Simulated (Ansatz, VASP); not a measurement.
## Ba: VASP beside Ansatz

Contents of INCAR:

```
  ALGO = Normal
  EDIFF = 1E-6
  ENCUT = 520
  ISIF = 2
  ISMEAR = 0
  LASPH = True
  LCHARG = True
  LELF = True
  LREAL = False
  LVHAR = True
  LWAVE = False
  NBANDS = 11
  NELM = 80
  PREC = Accurate
  SIGMA = 0.15
```

File KPOINTS:

```
k-points
0
Gamma
  15 15 12
```

POSCAR

```
Ba
1.0
    4.3116136979      0.0000000000      0.0000000000
   -2.1558068490      3.7339669937      0.0000000000
    0.0000000000      0.0000000000      3.6003402360
Ba
1
Direct
    0.0000000000      0.0000000000      0.0000000000
```

Input for Ansatz:

```yaml
crystal:
  lattice:
    - [4.3116136979, 0.0, 0.0]
    - [-2.155806849, 3.7339669937, 0.0]
    - [0.0, 0.0, 3.600340236]
  atoms:
    - { symbol: Ba, position: [0.0, 0.0, 0.0] }
basis:
  ecutwfc: 420
kpoints:
  mp_grid: { grid: [15, 15, 12] }
hamiltonian:
  xc: lda
scf:
  occupations: { method: gaussian, width: 0.15 }
output:
  forces: true
  stress: true
  eigenvalues: true
```

Change from the starting cell: strain +0.000 along x and y, -0.080 along z, atoms carried along.

Alike in both runs: task single point; functional LDA; k mesh 15 × 15 × 12; occupations gaussian, width 0.15 eV; no spin polarisation.

```csv
,VASP,Ansatz
version,VASP 6.6.1,Ansatz 0.2.0
potentials or method,"VASP PAW LDA potentials, release 64 (Ba_sv)","scalar-relativistic, plane waves, PAW"
plane-wave cutoff (eV),520,420
valence electrons in the cell,10,10
```

|  | VASP | Ansatz | Ansatz less VASP |
| --- | --- | --- | --- |
| gap on the k mesh at the Fermi level (eV) | none | none | - |
| pressure (GPa) | -0.7 | -0.8 | -0.13 |
| largest component of the traceless stress (GPa) | 2.63 | 2.53 | -0.101 |

A gap of «none» marks a metal or a gap that the smearing closes.

The runs have no spin-orbit coupling, so splittings on Ba are missing.
